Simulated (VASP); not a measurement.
A run of VASP 6.6.1:

Contents of INCAR:

```
PREC = Accurate
ENCUT = 600
EDIFF = 1E-6
ISMEAR = 0
SIGMA = 0.03
LREAL = False
LASPH = True
NELM = 80
ALGO = Normal
ISIF = 3
LWAVE = False
LCHARG = False
METAGGA = R2SCAN
LMIXTAU = True
IBRION = 2
NSW = 90
EDIFFG = -0.01
```

Contents of KPOINTS:

```
Automatic mesh
0
Gamma
  10 10 10
```

Contents of POSCAR:

```
SnSe
1.0
    0.0000000000      3.0100000000      3.0100000000
    3.0100000000      0.0000000000      3.0100000000
    3.0100000000      3.0100000000      0.0000000000
Sn Se
1 1
Direct
    0.0000000000      0.0000000000      0.0000000000
    0.5000000000      0.5000000000      0.5000000000
```

Potentials or basis: VASP PAW PBE potentials, release 64 (Sn_d, Se).

The run is started by

```sh
$ cat potpaw_PBE.64/Sn_d/POTCAR potpaw_PBE.64/Se/POTCAR > POTCAR
$ mpirun -np 1 vasp_std > vasp.out
```

Hardware: 1 thread of Intel(R) Xeon(R) 6975P-C (Granite Rapids) (shared host).

How long does it take, and how much memory?

Wall time 81 s on 1 thread of Intel(R) Xeon(R) 6975P-C (Granite Rapids), on a shared host, peak memory 0.24 GiB. Counts: scf iterations 17, k points 47, ion steps 1.
